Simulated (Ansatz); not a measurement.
## Rb: levels along high-symmetry lines

```
Rb
1.0
    -2.80600    2.80600    2.80600
     2.80600   -2.80600    2.80600
     2.80600    2.80600   -2.80600
Rb
1
Direct
  0.00000 0.00000 0.00000
```

Conventional cell: a = 5.612 Å, b = 5.612 Å, c = 5.612 Å, α = 90.00°, β = 90.00°, γ = 90.00°.

The cell is a measured one (Crystallography Open Database entry 9012874); the temperature and pressure of the measurement aren't taken into account, and nothing was relaxed.

These are results of DFT, PBE, all-electron LAPW, scalar-relativistic in Ansatz 0.2.0, not measurements.

Sampling and basis: a Γ-centred 8×8×8 k mesh, Fermi–Dirac smearing of 0.05 eV, basis error target 1 meV/atom, no spin polarisation.

Points in fractions of the reciprocal vectors of this cell: Γ (0, 0, 0), H (0.5, -0.5, 0.5), N (0, 0, 0.5), P (0.25, 0.25, 0.25). The path joins them by straight lines in the order Γ–H–N–Γ–P–H–P–N; legs that retrace an earlier one aren't tabulated. Energies are in eV from the Fermi level.

Question: Is there a gap?

Answer: none: with an odd electron count and no spin polarisation the bands can't all be full, a metal in this set-up (spin order or a larger cell could open a gap).

Question: List the levels between -5 and 2.5 eV at the symmetry points.

Answer: 
Γ: -2.03
H: 1.22 (×2)
N: 0.21, 0.78
P: 1.28 (×3)
